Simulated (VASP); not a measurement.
Write the native input for VASP 6.6.1 that does the following.

```
Task                   : relaxation of cell and atoms
Functional             : PBE
Dispersion             : D3(BJ)
Potentials or basis    : VASP PAW PBE potentials, release 64 (W_sv, Si)
Cutoff                 : 600 eV
k mesh                 : 10 × 10 × 10
Occupations            : fermi-dirac, width 0.05 eV
Spin                   : no spin polarisation
Ladder                 : gaps
Further INCAR settings : ALGO = Normal; EDIFF = 1e-06; IBRION = 2; EDIFFG = -0.01; NSW = 40; ISIF = 3
```

The structure of Si2W lies in POSCAR:

```
Si2W
1.0
   -1.6069000000      1.6069000000      3.9149500000
    1.6069000000     -1.6069000000      3.9149500000
    1.6069000000      1.6069000000     -3.9149500000
W Si
1 2
Direct
    0.0000000000      0.0000000000      0.0000000000
    0.6653000000      0.6653000000      0.0000000000
    0.3347000000      0.3347000000      0.0000000000
```

One way to write it, as run:

INCAR

```
PREC = Accurate
ENCUT = 600
EDIFF = 1E-6
ISMEAR = -1
SIGMA = 0.05
LREAL = F
LASPH = T
NELM = 80
ALGO = Normal
ISIF = 3
LWAVE = F
LCHARG = F
GGA = PE
IVDW = 12
IBRION = 2
NSW = 40
EDIFFG = -0.01
```

KPOINTS

```
Automatic mesh
0
Gamma
  10 10 10
```

Potentials or basis: VASP PAW PBE potentials, release 64 (W_sv, Si).

The run is started by

```console
$ cat potpaw_PBE.64/W_sv/POTCAR potpaw_PBE.64/Si/POTCAR > POTCAR
$ mpirun -np 1 vasp_std > vasp.out
```

Results of the run:

| Quantity | Value |
| --- | --- |
| Relaxed volume | 13.26 Å³/atom |
| Relaxed cell | a = 4.505 Å, b = 4.505 Å, c = 4.505 Å, α = 138.47°, β = 138.47°, γ = 60.18° |
| Space group after relaxing (to 0.05 Å) | I4/mmm (No. 139) |
| Energy gained by relaxing | 2.6 meV/atom |
| Ionic steps | 7 |
| Pressure after relaxing | 0.0 GPa |
| Largest force after relaxing | 0.003 eV/Å |
| Band gap on the k mesh | none (metal or under the smearing width) |
| Dispersion energy per atom | -0.582 eV |

Caveat: pairwise dispersion overbinds metals, which lowers pressure and volume.

Wall time 3.4 min on 1 thread of Intel(R) Xeon(R) Platinum 8488C (Sapphire Rapids), on a shared host, peak memory 0.25 GiB.
